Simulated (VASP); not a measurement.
A run of VASP 6.6.1 is set up as follows.

INCAR

```
PREC = Accurate
ENCUT = 520
EDIFF = 1E-6
ISMEAR = 0
SIGMA = 0.02
LREAL = False
LASPH = True
NELM = 60
ALGO = Normal
ISIF = 2
LWAVE = False
LCHARG = False
GGA = PE
NBANDS = 15
```

File KPOINTS:

```
Automatic mesh
0
Gamma
  6 6 6
```

The input POSCAR:

```
CsBr
1.0
    4.3893102659      0.0000000000      0.0000000000
    0.0000000000      4.3893102659      0.0000000000
    0.0000000000      0.0000000000      4.3893102659
Cs Br
1 1
Direct
    0.0000000000      0.0000000000      0.0000000000
    0.5000000000      0.5000000000      0.5000000000
```

Potentials or basis: VASP PAW PBE potentials, release 64 (Cs_sv, Br).

Launch:

```bash
$ cat potpaw_PBE.64/Cs_sv/POTCAR potpaw_PBE.64/Br/POTCAR > POTCAR
$ mpirun -np 1 vasp_std > vasp.out
```

(1) Predict the band gap on the k mesh.

(2) What does it give for the pressure?

## Answers

(1) 4.24 eV, indirect (least direct gap 4.27 eV).

(2) 0.0 GPa.

Caveat: spin-orbit coupling is left out, which moves the levels of the heavy elements.
